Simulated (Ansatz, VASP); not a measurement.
# One calculation of TaN, two programs

Contents of INCAR:

```
SYSTEM = TaN
ALGO = Normal ; EDIFF = 1E-6
ENCUT = 520 ; GGA = PE
ISIF = 2 ; ISMEAR = 1
LASPH = .True. ; LCHARG = .False.
LREAL = .False. ; LWAVE = .False.
NBANDS = 15 ; NELM = 80
PREC = Accurate ; SIGMA = 0.15
```

Contents of KPOINTS:

```
k-points
0
Gamma
  11 11 11
  0 0 0
```

POSCAR

```
TaN
1.0
    0.0000000000      2.2076743409      2.2076743409
    2.2076743409      0.0000000000      2.2076743409
    2.2076743409      2.2076743409      0.0000000000
Ta N
1 1
Direct
    0.5000000000      0.5000000000      0.5000000000
    0.0000000000      0.0000000000      0.0000000000
```

Input for Ansatz:

```yaml
crystal:
  lattice:
    - [0.0, 2.207674340924166, 2.207674340924166]
    - [2.207674340924166, 0.0, 2.207674340924166]
    - [2.207674340924166, 2.207674340924166, 0.0]
  atoms:
    - { symbol: Ta, position: [0.5, 0.5, 0.5] }
    - { symbol: "N", position: [0.0, 0.0, 0.0] }
basis:
  ecutwfc: 421.77648681281397
kpoints:
  mp_grid:
    grid: [11, 11, 11]
hamiltonian:
  xc: pbe
scf:
  convergence:
    dr2_threshold: 1.0e-10
  occupations:
    method: cold
    width: 0.15
output:
  stress: true
```

Alike in both runs: task single point; functional PBE; k mesh 11 × 11 × 11; no spin polarisation.

```csv
,VASP,Ansatz
version,VASP 6.6.1,Ansatz 0.2.0
potentials or method,"VASP PAW PBE potentials, release 64 (Ta_pv, N)","plane waves, PAW"
plane-wave cutoff (eV),520,422
occupations,"methfessel-paxton of order 1, width 0.15 eV","cold, width 0.15 eV"
valence electrons in the cell,16,18
```

|  | VASP | Ansatz | Ansatz less VASP |
| --- | --- | --- | --- |
| pressure (GPa) | 1.2 | 0.4 | -0.77 |

The two sets of potentials don't hold the same shells in valence.

Spin-orbit coupling is left out, which matters for the levels of Ta.
